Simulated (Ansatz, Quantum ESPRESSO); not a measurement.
This is a calculation of AlN for Quantum ESPRESSO 7.5 (ASE script). Measurements of this composition are mostly on another form, of space group No. 186.

File run.py:

```python
import numpy as np
from ase.calculators.espresso import Espresso, EspressoProfile
from ase.io import read

atoms = read('AlN.cif')

input_data = {
    'control': {'calculation': 'scf', 'prefix': 'pwscf', 'outdir': './tmp', 'tprnfor': True, 'tstress': True, 'disk_io': 'low'},
    'system': {'ecutwfc': 84.0, 'nbnd': 9, 'occupations': 'smearing', 'smearing': 'fd', 'degauss': 0.00367493, 'vdw_corr': 'grimme-d3', 'dftd3_version': 4},
    'electrons': {'conv_thr': 4e-10, 'electron_maxstep': 120, 'mixing_beta': 0.5},
}
pseudopotentials = {'N': 'N.upf', 'Al': 'Al.upf'}
profile = EspressoProfile(command='pw.x', pseudo_dir='pseudo')
dft = Espresso(profile=profile, input_data=input_data, pseudopotentials=pseudopotentials, kpts=(10, 10, 10), koffset=(0, 0, 0))
atoms.calc = dft

from ase.optimize import LBFGS
from ase.filters import FrechetCellFilter
done = LBFGS(FrechetCellFilter(atoms), trajectory='opt.traj').run(fmax=0.02, steps=30)
print('converged', done)
print('cell (A)', np.round(atoms.cell.cellpar(), 5))
print(f'energy {atoms.get_potential_energy():.8f} eV')
print('forces (eV/A)')
print(np.round(atoms.get_forces(), 6))
print('stress (eV/A^3, Voigt)')
print(np.round(atoms.get_stress(), 8))
print(f'Fermi level {dft.get_fermi_level():.4f} eV')
```

AlN.cif

```cif
data_AlN
_cell_length_a 3.08863331
_cell_length_b 3.08863331
_cell_length_c 3.08863331
_cell_angle_alpha 60.00000000
_cell_angle_beta 60.00000000
_cell_angle_gamma 60.00000000
_space_group_name_H-M_alt 'P1'
_space_group_name_Hall 'P 1'
_space_group_IT_number 1
loop_
_space_group_symop_operation_xyz
'x,y,z'
loop_
_atom_site_label
_atom_site_type_symbol
_atom_site_symmetry_multiplicity
_atom_site_Wyckoff_symbol
_atom_site_fract_x
_atom_site_fract_y
_atom_site_fract_z
_atom_site_occupancy
Al1 Al 1 a 0.0000000000 0.0000000000 0.0000000000 1
N1 N 1 a 0.2500000000 0.2500000000 0.2500000000 1
```

Potentials or basis: PseudoDojo 0.4.1 SR PBE standard.

The run is started by

```console
$ OMP_NUM_THREADS=1 python run.py
```

Set up the same calculation for Ansatz 0.2.0. Potentials or basis there: all-electron LAPW, scalar-relativistic.

As run (cutoffs and basis follow the program's own potentials, and thresholds, step limits or extra output files can differ):

The input input.yaml:

```yaml
crystal:
  lattice:
    - [0.0, 2.1839935596, 2.1839935596]
    - [2.1839935596, 0.0, 2.1839935596]
    - [2.1839935596, 2.1839935596, 0.0]
  atoms:
    - { symbol: Al, position: [0.0, 0.0, 0.0] }
    - { symbol: "N", position: [0.25, 0.25, 0.25] }
kpoints:
  mp_grid: { grid: [10, 10, 10] }
scf:
  occupations: { method: fermi_dirac, width: 0.05 }
hamiltonian:
  xc: pbe
  dispersion: d3bj
  pseudopotentials: { kind: all_electron, lapw: { basis_error: 0.001 } }
output:
  forces: true
  stress: true
relax:
  f_tol: 0.01
  max_steps: 60
  cell: {}
```

Potentials or basis: all-electron LAPW, scalar-relativistic.

Command:

```console
$ ansatz run input.yaml --threads 1 --pin off --max-ram 3072MiB --backend cpu --events-out ev --progress --plain --runs-dir out
```

Both were run:

|  | Quantum ESPRESSO | Ansatz |
| --- | --- | --- |
| Relaxed volume | 10.46 Å³/atom | 10.44 Å³/atom |
| Relaxed cell | a = 3.092 Å, b = 3.092 Å, c = 3.092 Å, α = 60.00°, β = 60.00°, γ = 60.00° | a = 3.091 Å, b = 3.091 Å, c = 3.091 Å, α = 60.00°, β = 60.00°, γ = 60.00° |
| Space group after relaxing | F-43m (No. 216) | F-43m (No. 216) |
| Pressure after relaxing | 0.0 GPa | 0.0 GPa |

Where Ansatz's input types no cutoff or centring, it takes its own default and a Γ-centred mesh.

Pressure is positive in compression.
